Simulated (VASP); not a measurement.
# AlN (P6_3/mmc) in VASP: further runs, part 2 of 2

VASP 6.6.1. The steps go on from the part before.

## (6) Single point, r2SCAN

Contents of INCAR:

```
SYSTEM = AlN
ALGO = Normal ; EDIFF = 1E-7
ENCUT = 520 ; ISIF = 2
ISMEAR = 0 ; LASPH = .True.
LCHARG = .False. ; LMIXTAU = .True.
LREAL = .False. ; LWAVE = .False.
METAGGA = R2SCAN ; NELM = 60
PREC = Accurate ; SIGMA = 0.02
```

Contents of KPOINTS:

```
k-points
0
Gamma
  9 9 6
  0 0 0
```

Contents of POSCAR:

```
AlN
1.0
    3.3007800000      0.0000000000      0.0000000000
   -1.6503900000      2.8585600000      0.0000000000
    0.0000000000      0.0000000000      4.1384300000
Al N
2 2
Direct
    0.3333300000      0.6666700000      0.7500000000
    0.6666700000      0.3333300000      0.2500000000
    0.3333300000      0.6666700000      0.2500000000
    0.6666700000      0.3333300000      0.7500000000
```

Potentials or basis: VASP PAW PBE potentials, release 64 (Al, N).

Run with:

```sh
$ cat potpaw_PBE.64/Al/POTCAR potpaw_PBE.64/N/POTCAR > POTCAR
$ mpirun -np 1 vasp_std > vasp.out
```

OUTCAR:

```text
SYSTEM = AlN
   EDIFF = 1E-7
   ENCUT = 520
   ISIF = 2
   ISMEAR = 0
   LASPH = .True.
   LREAL = .False.
   METAGGA = R2SCAN
   NELM = 60
   PREC = Accurate

 ion  position               nearest neighbor table
   1  0.333  0.667  0.750-   4 1.91   4 1.91   4 1.91   3 2.07   3 2.07   2 2.81   2 2.81   2 2.81
                             2 2.81   2 2.81   2 2.81
   2  0.667  0.333  0.250-   3 1.91   3 1.91   3 1.91   4 2.07   4 2.07   1 2.81   1 2.81   1 2.81
                             1 2.81   1 2.81   1 2.81
   3  0.333  0.667  0.250-   2 1.91   2 1.91   2 1.91   1 2.07   1 2.07
   4  0.667  0.333  0.750-   1 1.91   1 1.91   1 1.91   2 2.07   2 2.07

  LATTYP: Found a hexagonal cell.
 ALAT       =     3.3007800000
 C/A-ratio  =     1.2537733505

  Lattice vectors:

 A1 = (   3.3007800000,   0.0000000000,   0.0000000000)
 A2 = (  -1.6503900000,   2.8585600000,   0.0000000000)
 A3 = (   0.0000000000,   0.0000000000,   4.1384300000)

Analysis of symmetry for initial positions (statically):
=====================================================================
 Subroutine PRICEL returns:
 Original cell was already a primitive cell.

 Routine SETGRP: Setting up the symmetry group for a
 hexagonal supercell.

 Subroutine GETGRP returns: Found  8 space group operations
 (whereof  4 operations were pure point group operations)
 out of a pool of 24 trial point group operations.

The static configuration has the point symmetry C_2h.
 The point group associated with its full space group is D_2h.

Analysis of symmetry for dynamics (positions and initial velocities):
=====================================================================
 Subroutine PRICEL returns:
 Original cell was already a primitive cell.

 Routine SETGRP: Setting up the symmetry group for a
 hexagonal supercell.

 Subroutine GETGRP returns: Found  8 space group operations
 (whereof  4 operations were pure point group operations)
 out of a pool of 24 trial point group operations.

The dynamic configuration has the point symmetry C_2h.
 The point group associated with its full space group is D_2h.

 Subroutine INISYM returns: Found  8 space group operations
 (whereof  4 operations are pure point group operations),
 and found     1 'primitive' translations

----------------------------------------------------------------------------------------

                                     Primitive cell

  volume of cell :      39.0481

  direct lattice vectors                    reciprocal lattice vectors
     3.300780000  0.000000000  0.000000000     0.302958695  0.174913243  0.000000000
    -1.650390000  2.858560000  0.000000000     0.000000000  0.349826486  0.000000000
     0.000000000  0.000000000  4.138430000     0.000000000  0.000000000  0.241637529

  length of vectors
     3.300780000  3.300780578  4.138430000     0.349826547  0.349826486  0.241637529

  position of ions in fractional coordinates (direct lattice)
     0.333330000  0.666670000  0.750000000
     0.666670000  0.333330000  0.250000000
     0.333330000  0.666670000  0.250000000
     0.666670000  0.333330000  0.750000000

  ion indices of the primitive-cell ions
   primitive index   ion index
                 1           1
                 2           2
                 3           3
                 4           4

[... 60 lines left out ...]
   NGXF,Y,Z  is equivalent  to a cutoff of  28.20, 28.20, 25.71 a.u.
 SYSTEM =  AlN
   PREC   = accura    normal or accurate (medium, high low for compatibility)
   ISTART =      0    job   : 0-new  1-cont  2-samecut
   ICHARG =      2    charge: 1-file 2-atom 10-const
   ISPIN  =      1    spin polarized calculation?
   LNONCOLLINEAR =      F non collinear calculations
   LSORBIT =      F    spin-orbit coupling
   LASPH  =      T    aspherical Exc in radial PAW
   ENCUT  =  520.0 eV  38.22 Ry    6.18 a.u.   6.14  6.14  7.69*2*pi/ulx,y,z
   NELM   =     60;   NELMIN=  2; NELMDL= -5     # of ELM steps
   EDIFF  = 0.1E-06   stopping-criterion for ELM
   LREAL  =      F    real-space projection
   EDIFFG = 0.1E-05   stopping-criterion for IOM
   NSW    =      0    number of steps for IOM
   IBRION =     -1    ionic relax: 0-MD 1-quasi-New 2-CG
   NFREE  =      0    steps in history (QN), initial steepest desc. (CG)
   ISIF   =      2    stress and relaxation
   ISYM   =      2    0-nonsym 1-usesym 2-fastsym
   POTIM  = 0.5000    time-step for ionic-motion
   TEBEG  =    0.0;   TEEND  =   0.0 temperature during run
   PSTRESS=    0.0 pullay stress
   NELECT =      16.0000    total number of electrons
   NUPDOWN=      -1.0000    fix difference up-down
   EMIN   =  10.00;   EMAX   =-10.00  energy-range for DOS
   EFERMI =   0.00;   METHOD = LEGACY
   ISMEAR =     0;   SIGMA  =   0.02  broadening in eV -4-tet -1-fermi 0-gaus
   EFERMI_NEDOS =   21; number of points for ismear=-14 and -15
   IALGO  =     38    algorithm
   IMIX   =      4    mixing-type and parameters
     AMIX     =   0.40;   BMIX     =  1.00
     AMIX_MAG =   1.60;   BMIX_MAG =  1.00
  volume/ion in A,a.u.               =       9.76        65.88
  Fermi-wavevector in a.u.,A,eV,Ry     =   1.215948  2.297808 20.116614  1.478529
  Thomas-Fermi vector in A             =   2.351318
   LORBIT       =      0    0 simple, 1 ext, 2 COOP (PROOUT), +10 PAW based schemes
   METAGGA = R2SCAN    functional components
   LHFCALC =     F    Hartree Fock is set to
   AEXX    =    0.0000 exact exchange contribution
   IVDW    =     0    specifies the selected vdW correction
   LEPSILON=     F    determine dielectric tensor
   LRPA    =     F    only Hartree local field effects (RPA)
 non-spin polarized calculation
 Gauss-broadening in eV      SIGMA  =   0.02
  energy-cutoff  :      520.00
  volume of cell :       39.05
 maximum number of plane-waves:      1072
 NGX is ok and might be reduce to    28
   NGX = 13   NGY = 13   NGZ = 15

 number of electron      16.0000001 magnetization

 Free energy of the ion-electron system (eV)
  ---------------------------------------------------
  ext. energy  EPLUGINS =         0.00000000
  ---------------------------------------------------
  free energy    TOTEN  =       -38.01003997 eV

  energy without entropy =      -38.01003997  energy(sigma->0) =      -38.01003997

 E-fermi :   8.0790     XC(G=0): -11.7815

 val. band max:        7.9403852857   @ k =   0.0000   0.0000   0.0000
 cond. band min:      11.9644802345   @ k =   0.0000   0.0000   0.0000
 fundamental gap:      4.0240949488
 Fermi energy:         8.0789640488

 k-point     1 :       0.0000    0.0000    0.0000
  band No.  band energies     occupation
      1      -9.8322      2.00000
      2      -6.0797      2.00000
      3       0.8098      2.00000
      4       4.4777      2.00000
      5       4.4780      2.00000
      6       6.2500      2.00000
      7       6.2501      2.00000
      8       7.9404      2.00000
      9      11.9645      0.00000
     10      13.2957      0.00000
     11      17.0603      0.00000
     12      17.0604      0.00000
[... 331 lines left out ...]
 k-point    24 :       0.4444    0.3333    0.0000
  band No.  band energies     occupation
      1      -7.7639      2.00000
      2      -6.8469      2.00000
      3       1.1992      2.00000
      4       2.9796      2.00000
      5       3.2775      2.00000
      6       3.7943      2.00000
      7       4.7516      2.00000
      8       5.6722      2.00000
      9      14.2122      0.00000
     10      14.2184      0.00000
     11      17.4820      0.00000
     12      17.5812      0.00000

 [... further k-points ...]

------------------------ aborting loop because EDIFF is reached ----------------------------------------

  FORCE on cell =-STRESS in cart. coord.  units (eV):
  Direction    XX          YY          ZZ          XY          YZ          ZX
  --------------------------------------------------------------------------------------
  -------------------------------------------------------------------------------------
  Total       -0.4716367     -0.4706795     -0.3994467      0.0008292      0.0000000     -0.0000000
  in kB      -19.3516812    -19.3124062    -16.3896582      0.0340209      0.0000000     -0.0000000
  external PRESSURE =     -18.3512485 kB  Pullay stress =       0.0000000 kB

 VOLUME and BASIS-vectors are now :
 -----------------------------------------------------------------------------
  energy-cutoff  :      520.00
  volume of cell :       39.05
      direct lattice vectors                 reciprocal lattice vectors
     3.300780000  0.000000000  0.000000000     0.302958695  0.174913243  0.000000000
    -1.650390000  2.858560000  0.000000000     0.000000000  0.349826486  0.000000000
     0.000000000  0.000000000  4.138430000     0.000000000  0.000000000  0.241637529

 POSITION                                       TOTAL-FORCE (eV/Angst)
 -----------------------------------------------------------------------------------
     -0.00002      1.90572      3.10382         0.000495     -0.000286      0.000000
      1.65041      0.95284      1.03461        -0.000495      0.000286      0.000000
     -0.00002      1.90572      1.03461         0.000522     -0.000301     -0.000000
      1.65041      0.95284      3.10382        -0.000522      0.000301      0.000000
 -----------------------------------------------------------------------------------
    total drift:                               -0.000000      0.000000     -0.000000

  FREE ENERGIE OF THE ION-ELECTRON SYSTEM (eV)
  ---------------------------------------------------
  free  energy   TOTEN  =       -38.0100399674 eV

  energy  without entropy=      -38.0100399674  energy(sigma->0) =      -38.01003997
```

Wall time 2.5 min (1 thread of Intel Xeon Platinum 8559C (Emerald Rapids), shared host); peak memory 0.19 GiB.

What came out:

```
Free energy            : -38.0100 eV
Pressure               : -1.8 GPa
Band gap on the k mesh : 4.02 eV, direct
```

Levels at points of the mesh, in eV from the valence-band top:
```tsv
k point	band 6	band 7	band 8	band 9	band 10	band 11
(0.00, 0.00, 0.00)	-1.69	-1.69	0.00	4.02	5.36	9.12
(0.00, 0.00, 0.50)	-2.62	-2.62	-2.62	6.46	6.46	9.24
```

Caveat: the PAW data sets were made with another functional, which shifts forces and pressure a little. r2SCAN opens gaps a little over a GGA but as a rule still falls short of measured ones.

## (7) Overview

| level | potentials or basis | k mesh | cutoff (eV) | smearing | further INCAR settings | gap on the mesh (eV) | pressure (GPa) |
| --- | --- | --- | --- | --- | --- | --- | --- |
| PBEsol | VASP PAW PBE potentials, release 64 (Al, N) | 9 × 9 × 6 | 700 | gaussian 0.02 eV | ALGO = Fast; EDIFF = 1e-07 | 3.35 | 0.0 |
| PBEsol | VASP PAW PBE potentials, release 64 (Al, N) | 12 × 12 × 8 | 520 | gaussian 0.02 eV | ALGO = Fast; EDIFF = 1e-07 | 3.35 | 0.1 |
| PBEsol | VASP PAW PBE potentials, release 64 (Al, N) | 9 × 9 × 6 | 520 | gaussian 0.5 eV | ALGO = Fast; EDIFF = 1e-07 | 3.35 | 0.1 |
| PBEsol | VASP PAW PBE potentials, release 64 (Al, N_h) | 9 × 9 × 6 | 900 | gaussian 0.02 eV | ALGO = Fast; EDIFF = 1e-07 | 3.35 | 0.0 |
| r2SCAN | VASP PAW PBE potentials, release 64 (Al, N) | 9 × 9 × 6 | 520 | gaussian 0.02 eV | ALGO = Normal; EDIFF = 1e-07 | 4.02 | -1.8 |

Alike in all rows: task single point; no spin polarisation; cell as given.

Caveats: the PAW data sets were made with another functional, which shifts forces and pressure a little; the cutoff is under 1.25 times the usual one of these potentials, so pressure, stress and relaxed cells hold a basis-set (Pulay) error (some runs).

Absolute energies hang on the potentials; compare differences alone.
